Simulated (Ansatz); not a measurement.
The system is KI.

```
I K
1.0
     0.00000    3.53277    3.53277
     3.53277    0.00000    3.53277
     3.53277    3.53277    0.00000
I K
1 1
Direct
  0.50000 0.50000 0.50000
  0.00000 0.00000 0.00000
```

Base run:

* Program: Ansatz 0.2.0
* Functional: PBEsol
* Potentials or basis: Ansatz PAW
* Cutoff: 420 eV
* Density cutoff: 1680 eV
* k mesh: 7 × 7 × 7
* Occupations: fermi-dirac, width 0.05 eV
* Spin: no spin polarisation

Its results: band gap on the k mesh 3.82 eV, direct; pressure -0.3 GPa.

The run is repeated on the same cell with these changes: functional from PBEsol to r2SCAN; cutoff from 420 eV to 500 eV; density cutoff from 1680 eV to 2000 eV. What comes out?

Band gap on the k mesh 4.61 eV, direct; pressure 0.1 GPa.

r2SCAN gives the wider gap, since meta-GGAs in the generalised Kohn-Sham scheme recover part of the derivative discontinuity.

Caveats: spin-orbit coupling is left out, which moves the levels of the heavy elements; the PAW data sets come from PBE, with cores solved anew for the run's functional, which leaves a small shift of forces and pressure.

Not every run made on this cell is shown here.
